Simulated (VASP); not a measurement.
# Mg (P6/mmm) in VASP: notebook, part 2 of 2

VASP 6.6.1. The steps go on from the part before.

### Step 5. Single point, r2SCAN

This run uses another cell than the first one, of the same volume but with other edges.

Input file INCAR:

```
ADDGRID = False
ALGO = Normal
EDIFF = 1E-6
ENCUT = 200
ISIF = 2
ISMEAR = 1
LASPH = True
LCHARG = False
LMIXTAU = True
LREAL = False
LWAVE = False
METAGGA = R2SCAN
NELM = 100
PREC = Accurate
SIGMA = 0.2
```

Input file KPOINTS:

```
k-points
0
Gamma
  4 4 4
```

Input file POSCAR:

```
Mg
1.0
    3.1430880000     -0.0084060000     -0.0278050000
   -1.5788240000      2.6046760000      0.0276970000
   -0.0277550000      0.0158990000      3.0020770000
Mg
1
Direct
   -0.0144770000      0.0117080000      0.0082640000
```

Potentials or basis: VASP PAW PBE potentials, release 64 (Mg).

Command:

```bash
$ cat potpaw_PBE.64/Mg/POTCAR > POTCAR
$ mpirun -np 1 vasp_std > vasp.out
```

OUTCAR:

```text
EDIFF = 1E-6
   ENCUT = 200
   ISIF = 2
   ISMEAR = 1
   LASPH = True
   LREAL = False
   METAGGA = R2SCAN
   NELM = 100
   PREC = Accurate

 Found     36 irreducible k-points:

 Following reciprocal coordinates:
            Coordinates               Weight
  0.000000  0.000000  0.000000      1.000000
  0.250000  0.000000 -0.000000      2.000000
  0.500000  0.000000 -0.000000      1.000000
  0.000000  0.250000  0.000000      2.000000
  0.250000  0.250000 -0.000000      2.000000
  0.500000  0.250000 -0.000000      2.000000
   k-points           NKPTS =     36   k-points in BZ     NKDIM =     36   number of bands    NBANDS=      5
   number of dos      NEDOS =    301   number of ions     NIONS =      1
   total plane-waves  NPLWV =   2744
   dimension x,y,z NGX =    14 NGY =   14 NGZ =   14
   dimension x,y,z NGXF=    28 NGYF=   28 NGZF=   28
   ions per type =               1
   NGX,Y,Z   is equivalent  to a cutoff of   7.40,  7.64,  7.75 a.u.
   NGXF,Y,Z  is equivalent  to a cutoff of  14.81, 15.28, 15.50 a.u.
 SYSTEM =  unknown system
   PREC   = accura    normal or accurate (medium, high low for compatibility)
   ISTART =      0    job   : 0-new  1-cont  2-samecut
   ICHARG =      2    charge: 1-file 2-atom 10-const
   ISPIN  =      1    spin polarized calculation?
   LNONCOLLINEAR =      F non collinear calculations
   LSORBIT =      F    spin-orbit coupling
   LASPH  =      T    aspherical Exc in radial PAW
   ENCUT  =  200.0 eV  14.70 Ry    3.83 a.u.   3.62  3.51  3.46*2*pi/ulx,y,z
   NELM   =    100;   NELMIN=  2; NELMDL= -5     # of ELM steps
   EDIFF  = 0.1E-05   stopping-criterion for ELM
   LREAL  =      F    real-space projection
   EDIFFG = 0.1E-04   stopping-criterion for IOM
   NSW    =      0    number of steps for IOM
   IBRION =     -1    ionic relax: 0-MD 1-quasi-New 2-CG
   NFREE  =      0    steps in history (QN), initial steepest desc. (CG)
   ISIF   =      2    stress and relaxation
   ISYM   =      2    0-nonsym 1-usesym 2-fastsym
   POTIM  = 0.5000    time-step for ionic-motion
   TEBEG  =    0.0;   TEEND  =   0.0 temperature during run
   PSTRESS=    0.0 pullay stress
   NELECT =       2.0000    total number of electrons
   NUPDOWN=      -1.0000    fix difference up-down
   EMIN   =  10.00;   EMAX   =-10.00  energy-range for DOS
   EFERMI =   0.00;   METHOD = LEGACY
   ISMEAR =     1;   SIGMA  =   0.20  broadening in eV -4-tet -1-fermi 0-gaus
   EFERMI_NEDOS =   21; number of points for ismear=-14 and -15
   IALGO  =     38    algorithm
   IMIX   =      4    mixing-type and parameters
     AMIX     =   0.40;   BMIX     =  1.00
     AMIX_MAG =   1.60;   BMIX_MAG =  1.00
  volume/ion in A,a.u.               =      24.53       165.57
  Fermi-wavevector in a.u.,A,eV,Ry     =   0.709836  1.341396  6.855535  0.503868
  Thomas-Fermi vector in A             =   1.796524
   LORBIT       =      0    0 simple, 1 ext, 2 COOP (PROOUT), +10 PAW based schemes
   METAGGA = R2SCAN    functional components
   LHFCALC =     F    Hartree Fock is set to
   AEXX    =    0.0000 exact exchange contribution
   IVDW    =     0    specifies the selected vdW correction
   LEPSILON=     F    determine dielectric tensor
   LRPA    =     F    only Hartree local field effects (RPA)
 non-spin polarized calculation
 Methfessel and Paxton  Order N= 1 SIGMA  =   0.20
  energy-cutoff  :      200.00
  volume of cell :       24.53
 maximum number of plane-waves:       170
   NGX =  7   NGY =  7   NGZ =  7

 number of electron       2.0000000 magnetization

 Free energy of the ion-electron system (eV)
  ---------------------------------------------------
  ext. energy  EPLUGINS =         0.00000000
  ---------------------------------------------------
  free energy    TOTEN  =        -3.97761584 eV

  energy without entropy =       -3.97839492  energy(sigma->0) =       -3.97787553

 E-fermi :   1.6278     XC(G=0):  -8.8316

 val. band max:        1.4062340840   @ k =   0.0000   0.5000   0.0000
 cond. band min:       1.6422405607   @ k =  -0.0000   0.5000   0.2500
 fundamental gap:      0.2360064767
 Fermi energy:         1.6277942989

 k-point     1 :       0.0000    0.0000    0.0000
  band No.  band energies     occupation
      1      -4.8255      2.00000
      2      11.1036      0.00000
      3      12.2537      0.00000
      4      14.9116      0.00000
      5      16.1351      0.00000

 k-point     2 :       0.2500    0.0000   -0.0000
  band No.  band energies     occupation
      1      -3.4336      2.00000
      2       7.1444      0.00000
      3      11.5599      0.00000
      4      12.8546      0.00000
      5      13.4221      0.00000

 k-point     3 :       0.5000    0.0000   -0.0000
  band No.  band energies     occupation
      1       0.3714      2.00000
      2       0.9450      2.00002
      3      11.2164      0.00000
      4      11.6577      0.00000
      5      16.5076      0.00000

 k-point     4 :       0.0000    0.2500    0.0000
  band No.  band energies     occupation
      1      -3.3447      2.00000
      2       7.8883      0.00000
      3      11.2363      0.00000
      4      11.7773      0.00000
      5      13.4901      0.00000

 k-point     5 :       0.2500    0.2500   -0.0000
  band No.  band energies     occupation
      1      -0.5301      2.00000
      2       4.2888     -0.00000
      3       5.3049     -0.00000
      4      15.9105      0.00000
      5      16.2709      0.00000

 k-point     6 :       0.5000    0.2500   -0.0000
  band No.  band energies     occupation
      1      -0.8205      2.00000
      2       4.3950     -0.00000
      3       5.3738     -0.00000
      4      15.5840      0.00000
      5      16.3682      0.00000

 [... further k-points ...]
[... 5 lines left out ...]
  --------------------------------------------------------------------------------------
  -------------------------------------------------------------------------------------
  Total       -0.5281289      0.0304234      0.2142086      0.0551127      0.0114854     -0.0707797
  in kB      -34.4882097      1.9867298     13.9883870      3.5990075      0.7500276     -4.6221027
  external PRESSURE =      -6.1710310 kB  Pullay stress =       0.0000000 kB

 VOLUME and BASIS-vectors are now :
 -----------------------------------------------------------------------------
  energy-cutoff  :      200.00
  volume of cell :       24.53
      direct lattice vectors                 reciprocal lattice vectors
     3.143088000 -0.008406000 -0.027805000     0.318692044  0.193154686  0.001923445
    -1.578824000  2.604676000  0.027697000     0.001010546  0.384559010 -0.002027282
    -0.027755000  0.015899000  3.002077000     0.002942377 -0.001758937  0.333139234

 POSITION                                       TOTAL-FORCE (eV/Angst)
 -----------------------------------------------------------------------------------
      3.07887      0.02234     -0.00227        -0.000000      0.000000      0.000000
 -----------------------------------------------------------------------------------
    total drift:                               -0.000702      0.001356      0.007057

  FREE ENERGIE OF THE ION-ELECTRON SYSTEM (eV)
  ---------------------------------------------------
  free  energy   TOTEN  =        -3.9776158417 eV

  energy  without entropy=       -3.9783949179  energy(sigma->0) =       -3.97787553
```

OSZICAR:

```text
N       E                     dE             d eps       ncg     rms          rms(c)
DAV:   1    -0.382070493851E+01   -0.38207E+01   -0.43326E+02   390   0.115E+02
DAV:   2    -0.403291200990E+01   -0.21221E+00   -0.19758E+00   490   0.830E+00
DAV:   3    -0.403350990612E+01   -0.59790E-03   -0.59789E-03   460   0.470E-01
DAV:   4    -0.403351078263E+01   -0.87651E-06   -0.87619E-06   505   0.145E-02
DAV:   5    -0.403351078341E+01   -0.78462E-09   -0.91440E-09   500   0.327E-04    0.669E-01
DAV:   6    -0.396207367235E+01    0.71437E-01   -0.37430E-02   390   0.105E+00    0.482E-01
DAV:   7    -0.407856509772E+01   -0.11649E+00   -0.15702E-02   360   0.739E-01    0.155E-01
DAV:   8    -0.397983105151E+01    0.98734E-01   -0.40399E-02   360   0.810E-01    0.513E-02
DAV:   9    -0.397981321403E+01    0.17837E-04   -0.42456E-04   515   0.142E-01    0.502E-02
DAV:  10    -0.397918407428E+01    0.62914E-03   -0.60055E-05   410   0.431E-02    0.399E-02
DAV:  11    -0.397758174296E+01    0.16023E-02   -0.86651E-04   395   0.134E-01    0.351E-02
DAV:  12    -0.397762267408E+01   -0.40931E-04   -0.42955E-05   445   0.403E-02    0.293E-02
DAV:  13    -0.397763019069E+01   -0.75166E-05   -0.55401E-07   445   0.456E-03    0.305E-02
DAV:  14    -0.397762522883E+01    0.49619E-05   -0.66825E-06   360   0.182E-02    0.897E-03
DAV:  15    -0.397762275259E+01    0.24762E-05   -0.14247E-06   360   0.546E-03    0.661E-03
DAV:  16    -0.397761557608E+01    0.71765E-05   -0.20348E-06   360   0.878E-03    0.342E-03
DAV:  17    -0.397761584171E+01   -0.26563E-06   -0.19351E-07   180   0.290E-03
   1 F= -.39776158E+01 E0= -.39778755E+01  d E =0.779076E-03
```

stdout:

```text
POSCAR found type information on POSCAR Mg
 POSCAR found :  1 types and       1 ions
 scaLAPACK will be used
 -----------------------------------------------------------------------------
|                                                                             |
|                                                                             |
|     You enforced a specific xc type in the INCAR file but a different       |
|     I HOPE YOU KNOW WHAT YOU ARE DOING!                                     |
|                                                                             |
 -----------------------------------------------------------------------------

 LDA part: xc-table for (None), standard interpolation
 POSCAR, INCAR and KPOINTS ok, starting setup
 FFT: planning ... GRIDC
 FFT: planning ... GRID_SOFT
 FFT: planning ... GRID
 WAVECAR not read
 entering main loop
```

Wall time 4 s (1 thread of Intel Xeon 6975P-C (Granite Rapids), shared host); peak memory 0.1 GiB.

The run converged, but some of its settings lie outside the range that counts as converged, so its numbers aren't taken as properties of the crystal.

Results:

```
Free energy            : -3.9776 eV
Band gap on the k mesh : none (metal or under the smearing width)
```

Caveat: the k mesh is coarse (spacing up to 0.60 Å⁻¹), so the values aren't converged; the cutoff is under 1.25 times the usual one of these potentials, so pressure, stress and relaxed cells hold a basis-set (Pulay) error; the PAW data sets were made with another functional, which shifts forces and pressure a little.

### Step 6. Single point, r2SCAN

INCAR: that of step 5 with these lines changed.

```diff
@@ -3,3 +3,3 @@
 EDIFF = 1E-6
-ENCUT = 200
+ENCUT = 300
 ISIF = 2
```

KPOINTS is that of step 5.

Input file POSCAR:

```
Mg
1.0
    3.0502998005      0.0000000000      0.0000000000
   -1.5251499003      2.6416371164      0.0000000000
    0.0000000000      0.0000000000      3.0448375700
Mg
1
Direct
    0.0000000000      0.0000000000      0.0000000000
```

Potentials or basis: VASP PAW PBE potentials, release 64 (Mg).

Command:

```bash
$ cat potpaw_PBE.64/Mg/POTCAR > POTCAR
$ mpirun -np 1 vasp_std > vasp.out
```

Run time: 4.7 s. Hardware: 1 thread of Intel Xeon 6975P-C (Granite Rapids), shared host; peak memory 0.11 GiB.

The run converged, but some of its settings lie outside the range that counts as converged, so its numbers aren't taken as properties of the crystal.

Results:

* Free energy: -3.9872 eV
* Pressure: -0.5 GPa
* Band gap on the k mesh: none (metal or under the smearing width)

Caveat: the k mesh is coarse (spacing up to 0.59 Å⁻¹), so the values aren't converged; the PAW data sets were made with another functional, which shifts forces and pressure a little.
